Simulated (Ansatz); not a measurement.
# Si (Silicon): the cost of one run

All numbers are computed with Ansatz 0.2.0, driven from Python. Level of theory: DFT PBE, plane waves, PAW.

This is Si in the fcc structure; at room conditions it is diamond.

### 1 Starting point

The structure is cubic, space group Fm-3m (No. 225). The conventional cell has a = 3.340 Å, b = 3.340 Å, c = 3.340 Å, α = 90.00°, β = 90.00°, γ = 90.00°. Si (site symmetry m-3m) has 12 Si at 2.36 Å as nearest neighbours.

No structure file is read: the coordinates are typed or built in the script.

### 2 The code

strain_si.py reads:

```python
"""Energy of Si under tetragonal strain, ions carried with the cell."""

import logging
import sys
import warnings

import ansatz as az
import numpy as np

logging.basicConfig(stream=sys.stdout, format="%(levelname)s %(message)s")
logger = logging.getLogger("ansatz_job")
logger.setLevel(logging.INFO)

VECTORS = np.array([
    [0.0, 1.67, 1.67],
    [1.67, 0.0, 1.67],
    [1.67, 1.67, 0.0],
])
SITES = [
    ("Si", (0.0, 0.0, 0.0)),
]


def on_lattice(cell):
    crystal = az.Crystal(lattice=az.Lattice.of(cell))
    for symbol, position in SITES:
        crystal = crystal.atom(symbol, position)
    return crystal

warnings.simplefilter("ignore", az.DeckWarning)

# clamped ions: the fractional positions stay as typed
values = np.linspace(-0.01, 0.01, 5)
energies = []
for d in values:
    strain = np.diag([d, d, (1 + d) ** -2 - 1])
    cell = VECTORS @ (np.eye(3) + strain)
    calculation = (
        on_lattice(cell).calculation()
        .functional("PBE")
        .basis(420)
        .occupations(az.OccupationsMethod.FERMI_DIRAC, width=0.1)
        .scf(tolerance=1e-09)
        .kpoints(18, 18, 18)
    )
    r = calculation.run(threads=1, backend="cpu").report
    energies.append(r["free_energy_ev"] / len(SITES))
    logger.info(f"d = {d:+.4f}  F = {energies[-1]:.5f} eV/atom")
energies = np.array(energies)

for value, e in zip(values, energies):
    logger.info(f"strain {value:7.3f}   E - Emin = {1000 * (e - energies.min()):9.3f} meV/atom")
curvature = 2 * np.polyfit(values, energies, 3)[1]
volume = abs(np.linalg.det(VECTORS)) / len(SITES)
logger.info(f"d2E/dd2 over the volume: {curvature / volume * 160.21766:.1f} GPa")
```

### 3 Running it

On the command line:

```sh
python strain_si.py
```

Q: Estimate wall time and peak memory on 1 thread of Arm Neoverse V1, shared host.

About 9.6 s, with a peak of 0.36 GiB.
